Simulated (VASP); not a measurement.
# Re (Pnma) in VASP: further runs

The runs below take Re through single point, relaxation of cell and atoms, with PBE.

Everything below comes from runs of VASP 6.6.1. Logs are shortened: lines on timing, memory, paths and dates and some standing lists are left out, and cuts for length are marked.

## Step 1: The cell of the first run

The structure is orthorhombic, space group Cmcm (No. 63). The conventional cell has a = 2.782 Å, b = 4.792 Å, c = 4.489 Å, α = 90.00°, β = 90.00°, γ = 90.00°. Around Re (site symmetry m2m) lie 12 Re at 2.75 to 2.78 Å.

The cell was built by a generator and needn't be a form met in nature.

## Step 2: Single point, PBE (random cell with space group Pnma (No. 62))

INCAR

```
SYSTEM = Re
PREC = Accurate
ENCUT = 520
EDIFF = 1E-6
ISMEAR = 0
SIGMA = 0.1
LREAL = .False.
LASPH = .True.
NELM = 100
ALGO = Normal
ISIF = 2
LWAVE = .False.
LCHARG = .False.
GGA = PE
NBANDS = 22
```

KPOINTS

```
Automatic mesh
0
Gamma
  4 4 6
  0 0 0
```

POSCAR

```
Re
1.0
    4.7921565303      0.0000000000      0.0000000000
    0.0000000000      4.4892371005      0.0000000000
    0.0000000000      0.0000000000      2.7820105662
Re
4
Direct
    0.1686720150      0.7500000000      0.5003764753
    0.3313279850      0.2500000000      1.0003764753
    0.6686720150      0.7500000000     -0.0003764753
    0.8313279850      0.2500000000      0.4996235247
```

Potentials or basis: VASP PAW PBE potentials, release 64 (Re).

Command:

```bash
cat potpaw_PBE.64/Re/POTCAR > POTCAR
mpirun -np 1 vasp_std > vasp.out
```

OUTCAR:

```text
SYSTEM = Re
   PREC = Accurate
   ENCUT = 520
   EDIFF = 1E-6
   ISMEAR = 0
   LREAL = .False.
   LASPH = .True.
   NELM = 100
   ISIF = 2
   GGA = PE

 ion  position               nearest neighbor table
   1  0.169  0.750  0.500-   2 2.75   2 2.75   2 2.75   2 2.75   4 2.77   4 2.77   3 2.77   3 2.77
                             3 2.77   3 2.77
   2  0.331  0.250  0.000-   1 2.75   1 2.75   1 2.75   1 2.75   3 2.77   3 2.77   4 2.77   4 2.77
                             4 2.77   4 2.77
   3  0.669  0.750  1.000-   4 2.75   4 2.75   4 2.75   4 2.75   2 2.77   2 2.77   1 2.77   1 2.77
                             1 2.77   1 2.77
   4  0.831  0.250  0.500-   3 2.75   3 2.75   3 2.75   3 2.75   1 2.77   1 2.77   2 2.77   2 2.77
                             2 2.77   2 2.77

  LATTYP: Found a simple orthorhombic cell.
 ALAT       =     2.7820105662
 B/A-ratio  =     1.6136664451
 C/A-ratio  =     1.7225515203

  Lattice vectors:

 A1 = (   0.0000000000,   0.0000000000,  -2.7820105662)
 A2 = (   0.0000000000,   4.4892371005,   0.0000000000)
 A3 = (   4.7921565303,   0.0000000000,   0.0000000000)

Analysis of symmetry for initial positions (statically):
=====================================================================
 Subroutine PRICEL returns:
 Original cell was already a primitive cell.

 Routine SETGRP: Setting up the symmetry group for a
 simple orthorhombic supercell.

 Subroutine GETGRP returns: Found  8 space group operations
 (whereof  2 operations were pure point group operations)
 out of a pool of  8 trial point group operations.

The static configuration has the point symmetry S_2 .
 The point group associated with its full space group is D_2h.

Analysis of symmetry for dynamics (positions and initial velocities):
=====================================================================
 Subroutine PRICEL returns:
 Original cell was already a primitive cell.

 Routine SETGRP: Setting up the symmetry group for a
 simple orthorhombic supercell.

 Subroutine GETGRP returns: Found  8 space group operations
 (whereof  2 operations were pure point group operations)
 out of a pool of  8 trial point group operations.

The dynamic configuration has the point symmetry S_2 .
 The point group associated with its full space group is D_2h.

 Subroutine INISYM returns: Found  8 space group operations
 (whereof  2 operations are pure point group operations),
 and found     1 'primitive' translations

[... 99 lines left out ...]
   LREAL  =      F    real-space projection
   EDIFFG = 0.1E-04   stopping-criterion for IOM
   NSW    =      0    number of steps for IOM
   IBRION =     -1    ionic relax: 0-MD 1-quasi-New 2-CG
   NFREE  =      0    steps in history (QN), initial steepest desc. (CG)
   ISIF   =      2    stress and relaxation
   ISYM   =      2    0-nonsym 1-usesym 2-fastsym
   POTIM  = 0.5000    time-step for ionic-motion
   TEBEG  =    0.0;   TEEND  =   0.0 temperature during run
   PSTRESS=    0.0 pullay stress
   NELECT =      28.0000    total number of electrons
   NUPDOWN=      -1.0000    fix difference up-down
   EMIN   =  10.00;   EMAX   =-10.00  energy-range for DOS
   EFERMI =   0.00;   METHOD = LEGACY
   ISMEAR =     0;   SIGMA  =   0.10  broadening in eV -4-tet -1-fermi 0-gaus
   EFERMI_NEDOS =   21; number of points for ismear=-14 and -15
   IALGO  =     38    algorithm
   IMIX   =      4    mixing-type and parameters
     AMIX     =   0.40;   BMIX     =  1.00
     AMIX_MAG =   1.60;   BMIX_MAG =  1.00
  volume/ion in A,a.u.               =      14.96       100.97
  Fermi-wavevector in a.u.,A,eV,Ry     =   1.270886  2.401627 21.975481  1.615152
  Thomas-Fermi vector in A             =   2.403849
   LORBIT       =      0    0 simple, 1 ext, 2 COOP (PROOUT), +10 PAW based schemes
   GGA     = PE    functional components
   LHFCALC =     F    Hartree Fock is set to
   AEXX    =    0.0000 exact exchange contribution
   IVDW    =     0    specifies the selected vdW correction
   LEPSILON=     F    determine dielectric tensor
   LRPA    =     F    only Hartree local field effects (RPA)
 non-spin polarized calculation
 Gauss-broadening in eV      SIGMA  =   0.10
  energy-cutoff  :      520.00
  volume of cell :       59.85
 maximum number of plane-waves:      1630
 NGX is ok and might be reduce to    36
   NGX = 17   NGY = 17   NGZ = 11

 number of electron      28.0000000 magnetization

 Free energy of the ion-electron system (eV)
  ---------------------------------------------------
  ext. energy  EPLUGINS =         0.00000000
  ---------------------------------------------------
  free energy    TOTEN  =       -49.69876819 eV

  energy without entropy =      -49.67473979  energy(sigma->0) =      -49.68675399

 E-fermi :   7.6448     XC(G=0): -13.6396

 val. band max:        7.6425329105   @ k =   0.0000   0.5000   0.3333
 cond. band min:       7.6691377176   @ k =   0.2500   0.5000   0.1667
 fundamental gap:      0.0266048071
 Fermi energy:         7.6448053667

 k-point     1 :       0.0000    0.0000    0.0000
  band No.  band energies     occupation
      1      -2.0700      2.00000
      2       1.1785      2.00000
      3       1.8410      2.00000
      4       1.9115      2.00000
      5       2.4931      2.00000
      6       5.7425      2.00000
[... 589 lines left out ...]
     21      11.9868      0.00000
     22      11.9868      0.00000

 [... further k-points ...]

------------------------ aborting loop because EDIFF is reached ----------------------------------------

  FORCE on cell =-STRESS in cart. coord.  units (eV):
  Direction    XX          YY          ZZ          XY          YZ          ZX
  --------------------------------------------------------------------------------------
  -------------------------------------------------------------------------------------
  Total       -0.1550453     -0.1895155     -0.2072312      0.0000000      0.0000000      0.0000000
  in kB       -4.1505616     -5.0733297     -5.5475775      0.0000000      0.0000000      0.0000000
  external PRESSURE =      -4.9238229 kB  Pullay stress =       0.0000000 kB

 VOLUME and BASIS-vectors are now :
 -----------------------------------------------------------------------------
  energy-cutoff  :      520.00
  volume of cell :       59.85
      direct lattice vectors                 reciprocal lattice vectors
     4.792156530  0.000000000  0.000000000     0.208674319  0.000000000  0.000000000
     0.000000000  4.489237100  0.000000000     0.000000000  0.222754998  0.000000000
     0.000000000  0.000000000  2.782010566     0.000000000  0.000000000  0.359452265

 POSITION                                       TOTAL-FORCE (eV/Angst)
 -----------------------------------------------------------------------------------
      0.80830      3.36693      1.39205         0.020970      0.000000     -0.009073
      1.58778      1.12231      0.00105        -0.020970      0.000000     -0.009073
      3.20438      3.36693      2.78096         0.020970     -0.000000      0.009073
      3.98385      1.12231      1.38996        -0.020970      0.000000      0.009073
 -----------------------------------------------------------------------------------
    total drift:                                0.000000      0.000000      0.000000

  FREE ENERGIE OF THE ION-ELECTRON SYSTEM (eV)
  ---------------------------------------------------
  free  energy   TOTEN  =       -49.6987681884 eV

  energy  without entropy=      -49.6747397885  energy(sigma->0) =      -49.68675399
```

OSZICAR:

```text
N       E                     dE             d eps       ncg     rms          rms(c)
DAV:   1     0.166560632760E+03    0.16656E+03   -0.12292E+04  2952   0.158E+03
DAV:   2    -0.268678908334E+02   -0.19343E+03   -0.17509E+03  3064   0.659E+02
DAV:   3    -0.501309872710E+02   -0.23263E+02   -0.19582E+02  2966   0.341E+02
DAV:   4    -0.524091842227E+02   -0.22782E+01   -0.21048E+01  2668   0.741E+01
DAV:   5    -0.525462361534E+02   -0.13705E+00   -0.12997E+00  2744   0.133E+01    0.585E+01
DAV:   6    -0.504359790205E+02    0.21103E+01   -0.21613E+00  2624   0.330E+01    0.233E+01
DAV:   7    -0.497207327328E+02    0.71525E+00   -0.17047E+00  2720   0.267E+01    0.102E+00
DAV:   8    -0.497001958348E+02    0.20537E-01   -0.87868E-02  2922   0.261E+00    0.421E-01
DAV:   9    -0.496986166309E+02    0.15792E-02   -0.75576E-03  2946   0.899E-01    0.659E-02
DAV:  10    -0.496987308977E+02   -0.11427E-03   -0.62375E-04  2780   0.230E-01    0.370E-02
DAV:  11    -0.496987679721E+02   -0.37074E-04   -0.11275E-04  2858   0.962E-02    0.130E-02
DAV:  12    -0.496987681884E+02   -0.21626E-06   -0.45326E-06  1818   0.249E-02
   1 F= -.49698768E+02 E0= -.49686754E+02  d E =-.240284E-01
```

stdout:

```text
POSCAR found type information on POSCAR Re
 POSCAR found :  1 types and       4 ions
 scaLAPACK will be used
 LDA part: xc-table for (Slater+PW92), standard interpolation
 POSCAR, INCAR and KPOINTS ok, starting setup
 FFT: planning ... GRIDC
 FFT: planning ... GRID_SOFT
 FFT: planning ... GRID
 WAVECAR not read
 entering main loop
```

Run time: 24 s. Hardware: 1 thread of Intel Xeon Platinum 8488C (Sapphire Rapids), shared host; peak memory 0.19 GiB.

What came out:

```yaml
Free_energy: -49.6988 eV
Pressure: -0.5 GPa
Largest_force: 0.023 eV/Å
Band_gap_on_the_k_mesh: none (metal or under the smearing width)
```

Forces in eV/Å, atoms in the order of the input:
```
Re   0.021  0.000 -0.009
Re  -0.021  0.000 -0.009
Re   0.021  0.000  0.009
Re  -0.021  0.000  0.009
```

Stress tensor (GPa, compression positive):
```
-0.42  0.00  0.00
 0.00 -0.51  0.00
 0.00  0.00 -0.55
```

Caveat: the k mesh is coarse (spacing up to 0.38 Å⁻¹), so the values aren't converged. Spin-orbit coupling is left out, which matters for the levels of Re.

## Step 3: Relaxation of cell and atoms, PBE (random cell with space group Pnma (No. 62))

INCAR

```
PREC = Accurate ; ENCUT = 600
EDIFF = 1E-7 ; ISMEAR = 0
SIGMA = 0.1 ; LREAL = False
LASPH = True ; NELM = 100
ALGO = Normal ; ISIF = 3
LWAVE = False ; LCHARG = False
GGA = PE ; IBRION = 2
NSW = 90 ; EDIFFG = -0.04
```

KPOINTS

```
regular mesh
0
Gamma
  4 4 6
```

POSCAR

```
Re
1.0
    3.9037380278      0.0000000000      0.0000000000
    0.0000000000      5.9028030023      0.0000000000
    0.0000000000      0.0000000000      3.1732855787
Re
4
Direct
    0.2156900000      0.7500000000      0.3333300000
    0.2843100000      0.2500000000      0.8333300000
    0.7156900000      0.7500000000      0.1666700000
    0.7843100000      0.2500000000      0.6666700000
```

Potentials or basis: VASP PAW PBE potentials, release 64 (Re).

Command:

```bash
cat potpaw_PBE.64/Re/POTCAR > POTCAR
mpirun -np 1 vasp_std > vasp.out
```

Wall time 18 min (1 thread of Intel Xeon Platinum 8488C (Sapphire Rapids), shared host); peak memory 0.23 GiB.

It converged, with:

```yaml
Free_energy: -49.6995 eV
Relaxed_volume: 14.95 Å³/atom
Relaxed_cell: a = 4.792 Å, b = 4.483 Å, c = 2.784 Å, α = 90.00°, β = 90.00°, γ = 90.00°
Space_group_after_relaxing_to_0.05_Å: P6_3/mmc (No. 194)
Energy_gained_by_relaxing: 3726.1 meV/atom
Ionic_steps: 27
Pressure_after_relaxing: -0.1 GPa
Largest_force_after_relaxing: 0.010 eV/Å
Band_gap_on_the_k_mesh: none (metal or under the smearing width)
```

Forces in eV/Å, atoms in the order of the input:
```
Re  -0.002  0.000 -0.010
Re   0.002  0.000 -0.010
Re  -0.002  0.000  0.010
Re   0.002  0.000  0.010
```

Stress tensor (GPa, compression positive):
```
-0.34  0.00  0.00
 0.00  0.30  0.00
 0.00  0.00 -0.40
```

Step by step:
| step | energy change (eV) | largest force (eV/Å) | pressure (GPa) | volume (Å³) |
| --- | --- | --- | --- | --- |
| 1 | 0.0000 | 9.3219 | 41.68 | 73.12 |
| 2 | -2.4117 | 0.0802 | -40.42 | 108.57 |
| 3 | -2.5200 | 0.1243 | -42.86 | 106.16 |
| 4 | -2.8419 | 0.1828 | -46.01 | 103.47 |
| 5 | -6.4180 | 0.6033 | -50.18 | 90.59 |
| 6 | -7.5238 | 1.6481 | -28.89 | 82.44 |
| 7 | -7.6193 | 1.4104 | -35.94 | 84.25 |
| 8 | -7.6160 | 1.4152 | -33.65 | 83.61 |
| 9 | -8.1181 | 4.0248 | 131.90 | 49.73 |
| 10 | -12.5117 | 2.4911 | 3.22 | 62.41 |
| 11 | -12.5519 | 2.5390 | 8.28 | 61.41 |
| 12 | -12.5562 | 2.5753 | 11.88 | 60.76 |
| 13 | -13.0804 | 2.2132 | 11.59 | 60.45 |
| 14 | -13.1642 | 2.1728 | 9.19 | 60.61 |
| 15 | -13.8151 | 0.9235 | -26.65 | 66.41 |
| 16 | -13.8577 | 1.1429 | -20.91 | 65.22 |
| 17 | -14.5347 | 0.7743 | -14.59 | 62.84 |
| 18 | -14.8181 | 0.3678 | -3.94 | 60.53 |
| 19 | -14.8184 | 0.3678 | -3.33 | 60.43 |
| 20 | -14.8683 | 0.3100 | 1.55 | 59.58 |
| 21 | -14.8732 | 0.2998 | 3.46 | 59.27 |
| 22 | -14.8892 | 0.2498 | -0.46 | 59.88 |
| 23 | -14.8892 | 0.2505 | -0.40 | 59.87 |
| 24 | -14.8940 | 0.2089 | -0.33 | 59.85 |
| 25 | -14.9025 | 0.0806 | -0.05 | 59.79 |
| 26 | -14.9033 | 0.0258 | 0.09 | 59.77 |
| 27 | -14.9043 | 0.0104 | -0.15 | 59.81 |

Final structure:
```yaml
crystal:
  lattice:
    - [4.79157, 0.00000, 0.00000]
    - [0.00000, 4.48333, 0.00000]
    - [0.00000, 0.00000, 2.78404]
  atoms:
    - { symbol: Re, position: [0.16939, 0.75000, 0.50042] }
    - { symbol: Re, position: [0.33061, 0.25000, 0.00042] }
    - { symbol: Re, position: [0.66939, 0.75000, 0.99958] }
    - { symbol: Re, position: [0.83061, 0.25000, 0.49958] }
```

Levels at points of the mesh, in eV from the Fermi level:
| k point | band 12 | band 13 | band 14 | band 15 | band 16 | band 17 |
| --- | --- | --- | --- | --- | --- | --- |
| (0.00, 0.00, 0.00) | -0.72 | -0.64 | -0.50 | 0.12 | 0.32 | 0.61 |
| (0.50, 0.00, 0.00) | -1.09 | -0.49 | -0.49 | 0.59 | 0.59 | 0.60 |
| (0.00, 0.50, 0.00) | -1.58 | 0.37 | 0.37 | 0.89 | 0.89 | 2.46 |
| (0.50, 0.50, 0.00) | -1.72 | -0.19 | -0.19 | -0.19 | -0.19 | 2.40 |
| (0.00, 0.00, 0.50) | -1.29 | -0.73 | -0.73 | 1.69 | 1.69 | 3.56 |
| (0.50, 0.00, 0.50) | -1.39 | -0.60 | -0.60 | 3.88 | 3.88 | 4.27 |
| (0.00, 0.50, 0.50) | -2.14 | -0.18 | -0.18 | -0.17 | -0.17 | 3.92 |
| (0.50, 0.50, 0.50) | 0.44 | 0.95 | 0.95 | 0.95 | 0.95 | 4.19 |

Caveat: the k mesh is coarse (spacing up to 0.40 Å⁻¹), so the values aren't converged; the volume moved by over 15 % at a fixed basis, so the end points are rough.
